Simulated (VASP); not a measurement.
## Bi: single point with RPBE

Bi:

```xyz
1
Lattice="-1.9279 1.9279 1.9279 1.9279 -1.9279 1.9279 1.9279 1.9279 -1.9279" Properties=species:S:1:pos:R:3 pbc="T T T"
Bi    0.0000    0.0000    0.0000
```

This isn't the form of Bi at room conditions, which is rhombohedral.

```yaml
Program: VASP 6.6.1
Task: single point
Functional: RPBE
Potentials_or_basis: VASP PAW PBE potentials, release 64 (Bi_d)
Cutoff: 520 eV
k_mesh: 12 × 12 × 12
Occupations: fermi-dirac, width 0.1 eV
Spin: no spin polarisation
Dipole_correction: no
Further_INCAR_settings: ALGO = Fast; EDIFF = 1e-06; NBANDS = 14
```

```yaml
Pressure: 7.7 GPa
Band_gap_on_the_k_mesh: none (metal or under the smearing width)
```

Levels at points of the mesh, in eV from the Fermi level:
```tsv
k point	band 4	band 5	band 6	band 7	band 8	band 9	band 10	band 11
(0.00, 0.00, 0.00)	-23.09	-23.09	-14.19	5.70	5.70	5.70	10.16	10.38
(0.50, 0.00, 0.00)	-23.10	-22.98	-10.64	-5.65	1.68	3.63	6.19	7.69
(0.50, 0.50, 0.50)	-23.01	-23.01	-8.13	-2.06	-2.06	-2.06	3.36	3.36
```

Wall time 42 s on 1 thread of Intel(R) Xeon(R) Platinum 8375C CPU @ 2.90GHz (Ice Lake), with other jobs on the host, peak memory 0.16 GiB.

Caveat: the PAW data sets were made with another functional, which shifts forces and pressure a little; spin-orbit coupling is left out, which moves the levels of the heavy elements.
